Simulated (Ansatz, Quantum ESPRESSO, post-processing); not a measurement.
# In2Se2, 1 layer in an electric field, part 2 of 2

Aim: how In2Se2, 1 layer screens a field along its normal, and what the field does to its bands.

Quantum ESPRESSO 7.5; plane-wave DFT, PBE, GBRV ultrasoft pseudopotentials; geometry and cross-check by Ansatz 0.2.0 with PAW datasets.

So far. Step 13 (Band structure: field 0.4 V/Å): Along this path the valence top lies between K and Γ and the conduction bottom at Γ. Step 14 (Density by pp.x): The density integrates to 38.000 electrons, as the 38 of the input ask.

### 17. Polarisability from the dipole between 0 and 0.1 V/A

Numbers from this step:

- change of slope in the vacuum: 0.09999 eV/Å
- polarisability a cell: 8.377 Å³
- sheet polarisability 4πα/A: 7.279 Å

The change of the potential energy, second field less first by z:

z (Å), change of the potential energy, second field less first (eV) and a bar from the least value:
```
        0     -0.371 ######
        1     -0.642 
        2     -0.542 ##
        3     -0.442 #####
        4     -0.342 #######
        5     -0.242 #########
        6     -0.145 ############
        7     -0.060 ##############
        8     -0.021 ###############
        9     -0.014 ###############
       10     -0.010 ###############
       11      0.000 ###############
       12      0.008 ###############
       13      0.014 ###############
       14      0.019 ################
       15      0.052 ################
       16      0.133 ##################
       17      0.230 #####################
       18      0.330 #######################
       19      0.430 #########################
       20      0.530 ############################
       21      0.630 ##############################
       22     -0.145 ############
```

### 18. Dipole against field

Dipole along the normal, dipole moment against applied field:

```csv
applied field (V/Å),"dipole along the normal, dipole moment (e·Å)"
0.000,0
0.100,0.0582
0.200,0.116
0.400,0.233
```

### 19. The same in Ansatz: field 0.1 V/Å

As a check, the same structure is run in Ansatz.

Level of this step: plane-wave DFT, PBE, Ansatz PAW (Ansatz 0.2.0).

Input file input.yaml:

```yaml
crystal:
  lattice:
    - [4.0864605498, 0.0, 0.0]
    - [-2.0432302749, 3.5389786477, 0.0]
    - [0.0, 0.0, 22.1429094641]
  atoms:
    - { symbol: Se, position: [0.3333333333, 0.6666666667, 0.3785973425] }
    - { symbol: In, position: [0.0, 0.0, 0.4361770595] }
    - { symbol: In, position: [0.0, 0.0, 0.5638231958] }
    - { symbol: Se, position: [0.3333333333, 0.6666666667, 0.6214024021] }
kpoints:
  mp_grid: { grid: [6, 6, 1] }
hamiltonian:
  xc: pbe
scf:
  occupations: { method: fermi_dirac, width: 0.054 }
  convergence: { dr2_threshold: 1.0e-09 }
efield:
  axis: 3
  dipole_correction: true
  ramp_position: 0.97
  ramp_width: 0.04
  amplitude: 0.1
output:
  write_potential: true
  write_density: true
  volumetric_format: npy
```

On the command line:

```console
$ ansatz run input.yaml --threads 4 --pin off --max-ram 8192MiB --backend cpu --events-out ev --progress --plain --runs-dir out
```

Run time: 2.7 s. Hardware: 4 threads of Arm Neoverse V1, shared host; peak memory 0.59 GiB; 9.9 s of CPU time.

Read from the output:

- free energy: -22135.9374 eV
- Fermi energy: -0.5965 eV
- gap by band count: 1.398 eV
- dipole along the normal: 0.05819 e·Å

At 0.1 V/Å Ansatz's dipole is 0.0582 e Å against 0.0582 from pw.x.

### 20. The same in Ansatz: field -0.1 V/Å

input.yaml is the input of step 19 with these lines changed:

```diff
@@ -22,3 +22,3 @@
   ramp_width: 0.04
-  amplitude: 0.1
+  amplitude: -0.1
 output:
```

The job ended after 2.7 s (4 threads; peak memory 0.59 GiB).

Read from the output:

| Property | Result |
| --- | --- |
| Fermi energy | -0.6262 eV |
| dipole along the normal | -0.05819 e·Å |

### 21. Dipole against field, Ansatz

Dipole along the normal, dipole moment against applied field:

```csv
applied field (V/Å),"dipole along the normal, dipole moment (e·Å)"
-0.1000,-0.0582
0.0000,-1.0e-4
0.1000,0.0582
```

### 22. SCF with pw.x, with smearing = mp and degauss = 0.002

A sensitivity test on the input.

Level of this step: plane-wave DFT, PBE, GBRV ultrasoft pseudopotentials (Quantum ESPRESSO 7.5).

Input file f1.w0.in:

```
&control
  prefix = 'f1.w0'
  outdir = './out'
  pseudo_dir = './pseudo'
  calculation = 'scf'
  tprnfor = .true.
  tefield = .true.
  dipfield = .true.
/
&system
  ibrav = 0
  nat = 4
  ntyp = 2
  ecutwfc = 40
  ecutrho = 200
  occupations = 'smearing'
  smearing = 'mp'
  degauss = 0.002
  edir = 3
  emaxpos = 0.97
  eopreg = 0.04
  eamp = 0.00194469
/
&electrons
  conv_thr = 1e-09
  mixing_beta = 0.4
  electron_maxstep = 120
  mixing_mode = 'plain'
/
ATOMIC_SPECIES
  Se  78.9710  se_pbe_v1.uspp.F.UPF
  In  114.8180  in_pbe_v1.4.uspp.F.UPF
CELL_PARAMETERS angstrom
  4.08646054975544 0.00000000000000 0.00000000000000
  -2.04323027487772 3.53897864765113 0.00000000000000
  0.00000000000000 0.00000000000000 22.14290946410000
ATOMIC_POSITIONS crystal
  Se  0.333333333333 0.666666666667 0.378597342544
  In  -0.000000000000 -0.000000000000 0.436177059488
  In  -0.000000000000 -0.000000000000 0.563823195848
  Se  0.333333333333 0.666666666667 0.621402402119
K_POINTS automatic
  6 6 1 0 0 0
```

On the command line:

```console
$ OMP_NUM_THREADS=1 mpirun -n 4 pw.x -nk 2 -in f1.w0.in > f1.w0.out
```

Wall time 28 s (4 MPI ranks); peak memory 0.39 GiB; 1.8 min of CPU time.

Beside the run it was changed from:

```csv
quantity,this run,unchanged run,difference
dipole along the normal (e·Å),0.05817,0.05817,0
free energy (eV),-4820.631,-4820.631,0
wall time (s),28,22,
SCF iterations,13,9,
```

The free energy moves by +0 meV an atom.

This run starts from superposed atoms, the unchanged one from a saved density, so their iteration counts don't compare.

The physical values in this table stay within 0.05 %.

### 23. Worked from the printed numbers

α = Δp/E = (0.05817 − (0.00000)) e Å / 0.1 V/Å = 0.5817 e Å²/V; times e/(4πε₀) = 14.40 V Å this is 8.376 Å³. With A = 14.462 Å², 4πα/A = 7.278 Å.

### 24. What came out

| Item | Value |
| --- | --- |
| polarisability along the normal, a cell | 8.38 Å³ |
| sheet polarisability 4πα/A | 7.28 Å |
| dipole without a field | 0 e·Å |
| Kohn-Sham ionisation potential, upper face | 5.93 eV |
| gap along the path at 0 V/Å | 1.38 eV |
| gap along the path at 0.2 V/Å | 1.38 eV |
| gap along the path at 0.4 V/Å | 1.38 eV |

**Reading.** The sheet answers a field with a polarisability of 8.38 Å³ a cell, or 4πα/A = 7.28 Å (PBE, GBRV ultrasoft). In pw.x the dipole follows the field linearly over the range tried. A perfect conductor 7.28 Å thick would screen alike; the outer atoms lie 5.38 Å apart. At 0.1 V/Å the sheet takes 0.728 eV off the potential drop. At 0.2 V/Å the gap along the path is unchanged within 0.01 eV. Quantum ESPRESSO and Ansatz give 8.377 and 8.379 Å³ for the polarisability (pw.x from 0 and 0.1 V/Å, Ansatz from ±0.1 V/Å), which agree. The ions stay at their zero-field places, so this is the electrons' response alone. Semilocal gaps are too small, and in strong fields empty levels can belong to the vacuum. Spin-orbit coupling is left out; depending on the atoms that carry the levels of interest, it can split and shift them by tens to hundreds of meV.

[Logs are printed without paths, hosts, clocks, repeated set-up lines and the standing remarks that a program may print on its own settings, such as how far it seeks lower states.]

[Hosts, paths, dates, database ids (printed as entryN), source tags and the programs' standing remarks are cut or masked in the printed files.]

[Maps of the electrostatic potential energy from Ansatz leave out the sawtooth potential of an applied field or a dipole correction, so their vacuum need not be flat; planar profiles and work functions include it.]
